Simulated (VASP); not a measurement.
A run of VASP 6.6.1 is set up as follows.

INCAR

```
SYSTEM = CrO2
PREC = Accurate
ENCUT = 520
EDIFF = 1E-7
ISMEAR = 0
SIGMA = 0.05
LREAL = .False.
LASPH = .True.
NELM = 100
ALGO = Fast
ISIF = 2
LWAVE = .False.
LCHARG = .False.
ISPIN = 2
MAGMOM = -2.63 0 0
LORBIT = 11
LMAXMIX = 4
LDAU = .True.
LDAUTYPE = 2
LDAUL = 2 -1
LDAUU = 8 0
LDAUJ = 0 0
LDAUPRINT = 1
GGA = PS
NBANDS = 23
```

KPOINTS

```
Automatic mesh
0
Gamma
  7 7 7
  0 0 0
```

Contents of POSCAR:

```
CrO2
1.0
    0.0000000000      2.3368421000      2.3368421000
    2.3368421000      0.0000000000      2.3368421000
    2.3368421000      2.3368421000      0.0000000000
Cr O
1 2
Direct
    0.0000000000      0.0000000000      0.0000000000
    0.2500000000      0.2500000000      0.2500000000
    0.7500000000      0.7500000000      0.7500000000
```

Potentials or basis: VASP PAW PBE potentials, release 64 (Cr_pv, O).

Run with:

```console
$ cat potpaw_PBE.64/Cr_pv/POTCAR potpaw_PBE.64/O/POTCAR > POTCAR
$ mpirun -np 1 vasp_std > vasp.out
```

Q: Predict the pressure.

A: 15.8 GPa.

Q: Predict the net moment.

A: -2.00 μB per cell.

Eigenvalues of the final occupation matrices:
```csv
site,spin,trace,eigenvalues
site 1 d,1,0.60,0.03 0.03 0.18 0.18 0.18
site 1 d,2,3.29,0.45 0.45 0.45 0.97 0.97
```

Caveat: the PAW data sets were made with another functional, which shifts forces and pressure a little; an odd mesh through Γ misses points on the zone boundary, where band edges often lie; a cell with one magnetic atom can't hold antiferromagnetic order, which such compounds often take. The state reached can hang on the start; a lower one may exist.
